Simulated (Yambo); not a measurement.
Here is a Yambo 5.3.0 calculation.

The input optics1.in:

```
optics
chi
Chimod= "HARTREE"
% BndsRnXd
 1 | 38 |
%
NGsBlkXd= 3 Ry
% LongDrXd
 1 | 0 | 0 |
%
% QpntsRXd
 1 | 1 |
%
% EnRngeXd
 0 | 20 | eV
%
% DmRngeXd
 0.1 | 0.1 | eV
%
ETStpsXd= 200
```

scf.in

```
&CONTROL
  calculation = 'scf'
  prefix = 'pwscf'
  outdir = './tmp'
  pseudo_dir = './pseudo'
/
&SYSTEM
  ibrav = 0
  nat = 2
  ntyp = 2
  ecutwfc = 70
  nbnd = 20
  occupations = 'smearing'
  smearing = 'fd'
  degauss = 0.00367493
  force_symmorphic = .true.
/
&ELECTRONS
  conv_thr = 4d-10
  electron_maxstep = 120
  mixing_beta = 0.5
/
ATOMIC_SPECIES
Cd   112.4140 Cd_ONCV_PBE-1.2.upf
O     15.9990 O_ONCV_PBE-1.2.upf
CELL_PARAMETERS angstrom
   0.0000000000    2.3495000000    2.3495000000
   2.3495000000    0.0000000000    2.3495000000
   2.3495000000    2.3495000000    0.0000000000
ATOMIC_POSITIONS crystal
Cd     0.0000000000    0.0000000000    0.0000000000
O      0.5000000000    0.5000000000    0.5000000000
K_POINTS automatic
10 10 10 0 0 0
```

nscf.in

```
&CONTROL
  calculation = 'nscf'
  prefix = 'pwscf'
  outdir = './tmp'
  pseudo_dir = './pseudo'
/
&SYSTEM
  ibrav = 0
  nat = 2
  ntyp = 2
  ecutwfc = 70
  nbnd = 163
  occupations = 'smearing'
  smearing = 'fd'
  degauss = 0.00367493
  force_symmorphic = .true.
/
&ELECTRONS
  conv_thr = 1d-08
  diago_full_acc = .true.
  diago_thr_init = 1d-06
/
ATOMIC_SPECIES
Cd   112.4140 Cd_ONCV_PBE-1.2.upf
O     15.9990 O_ONCV_PBE-1.2.upf
CELL_PARAMETERS angstrom
   0.0000000000    2.3495000000    2.3495000000
   2.3495000000    0.0000000000    2.3495000000
   2.3495000000    2.3495000000    0.0000000000
ATOMIC_POSITIONS crystal
Cd     0.0000000000    0.0000000000    0.0000000000
O      0.5000000000    0.5000000000    0.5000000000
K_POINTS automatic
4 4 4 0 0 0
```

Potentials or basis: SG15 PBE 1.2.

Command:

```sh
$ OMP_NUM_THREADS=1 pw.x -in scf.in > scf.out
$ OMP_NUM_THREADS=1 pw.x -in nscf.in > nscf.out
$ cd tmp/pwscf.save; p2y; mv SAVE ../..; cd ../..
$ OMP_NUM_THREADS=1 yambo
$ OMP_NUM_THREADS=1 yambo -F optics1.in -J optics1 -C optics1_out
```

(1) What does it give for the band gap on the k mesh, mean-field level?

Answers

(1) none (metal or under the smearing width).

Caveat: the k mesh is coarse (spacing up to 0.58 Å⁻¹), so the values aren't converged; the ground state has no gap, which makes the many-body step unreliable.
